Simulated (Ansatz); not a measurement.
The system is Se.

```
CELL_PARAMETERS angstrom
4.36620 0.00000 0.00000
-2.18310 3.78124 0.00000
0.00000 0.00000 4.95360
ATOMIC_POSITIONS crystal
Se 0.77460 0.77460 0.00000
Se 0.00000 0.22540 0.66667
Se 0.22540 0.00000 0.33333
```

Base run:

- Program: Ansatz 0.2.0
- Functional: PBEsol
- Potentials or basis: Ansatz PAW
- Cutoff: 420 eV (not typed: the program's choice for these potentials)
- k mesh: 7 × 7 × 6
- Occupations: fermi-dirac, width 0.05 eV
- Spin: spin-orbit coupling, no magnetisation

Its results: band gap on the k mesh 1.09 eV, indirect (least direct gap 1.41 eV); pressure 0.2 GPa; largest force 0.300 eV/Å.

The run is repeated on the same cell with these changes: functional from PBEsol to PBE; spin from spin-orbit coupling, no magnetisation to no spin polarisation; potential files from those of the base run to others of the same set. What comes out?

Band gap on the k mesh 1.21 eV, indirect (least direct gap 1.48 eV); pressure 2.8 GPa; largest force 0.401 eV/Å.

Several settings changed at once, so the effect can't be laid on one alone.

Caveats: the k mesh misses the band edges, so the gap on the mesh is wider than the one along the path; the PAW data sets come from PBE, with cores solved anew for the run's functional, which leaves a small shift of forces and pressure (some runs).
